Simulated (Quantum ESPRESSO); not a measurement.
Runs of Quantum ESPRESSO 7.5 on Ag. Symmetry: P6_3/mmc, No. 194, hexagonal system. Conventional cell: a = 2.930 Å, b = 2.930 Å, c = 4.790 Å, α = 90.00°, β = 90.00°, γ = 120.00°. Ag (site symmetry -6m2) has 12 Ag at 2.93 Å as nearest neighbours. This isn't the form of Ag at room conditions, which is fcc.

| level | ASE optimiser | dispersion computed by | rVV10 parameter b | gap on the mesh (eV) | pressure (GPa) | relaxed volume (Å³/atom) |
| --- | --- | --- | --- | --- | --- | --- |
| PBEsol+D3(BJ) | LBFGS | - | - | none | 0.0 | (b) |
| PBEsol+D4 | FIRE | dftd4 4.3.1 through ASE | - | none | -0.1 | 16.30 |
| PBEsol+rVV10 | FIRE | - | 6.3 | none | 0.1 | 16.02 |
| PBEsol+D3 | BFGS | - | - | none | 0.0 | (a) |
| PBEsol | LBFGS | - | - | none | 0.1 | 16.68 |

Alike in all rows: task relaxation of cell and atoms; potentials or basis GBRV 1.5 PBEsol; no spin polarisation; cell relaxed; k mesh 10 × 10 × 6; cutoff (eV) 762; smearing fermi-dirac 0.05 eV.

**Question.** Fill in the values left out.

**Answer.** (a) 16.26; (b) 16.13.

Caveats: pairwise dispersion overbinds metals, which lowers pressure and volume (some runs); rVV10's parameter b was fitted to another functional (some runs).

A k mesh can miss the band edges, and the runs leave out spin-orbit coupling on Ag.

A gap of «none» marks a metal or a gap under the smearing width.
